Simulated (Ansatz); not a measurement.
AgCl (Chlorargyrite):

```
Ag Cl
1.0
     0.00000    2.73500    2.73500
     2.73500    0.00000    2.73500
     2.73500    2.73500    0.00000
Ag Cl
1 1
Direct
  0.00000 0.00000 0.00000
  0.50000 0.50000 0.50000
```

```yaml
Program: Ansatz 0.2.0
Task: single point
Functional: PBE
Potentials_or_basis: all-electron LAPW, scalar-relativistic
Cutoff: 217 eV (chosen from the basis error)
Basis_error_allowed: 0.001 eV/atom
k_mesh: 8 × 8 × 8
Occupations: fermi-dirac, width 0.05 eV
Spin: no spin polarisation
```

On this cell: pressure 3.9 GPa; largest force zero by symmetry; band gap on the k mesh 0.91 eV, indirect (least direct gap 3.32 eV).

The same run follows on a disturbed copy (atoms moved at random, drawn with an rms of 0.05 Å):

```xyz
2
Lattice="0.0000 2.7350 2.7350 2.7350 0.0000 2.7350 2.7350 2.7350 0.0000" Properties=species:S:1:pos:R:3 pbc="T T T"
Ag    0.0186   -0.0593   -0.0161
Cl    2.7696    2.7346    2.7497
```

Question: What changes?

Answer: The energy moves by +1.8 meV/atom; pressure 4.0 GPa; largest force 0.108 eV/Å; band gap on the k mesh 0.90 eV, indirect (least direct gap 3.19 eV).

Forces in eV/Å, atoms in the order of the input:
```
Ag   0.025  0.093  0.048
Cl  -0.025 -0.093 -0.048
```

Stress tensor (GPa, compression positive):
```
 3.94 -0.02 -0.01
-0.02  4.13 -0.04
-0.01 -0.04  3.98
```

A k mesh can miss the band edges.
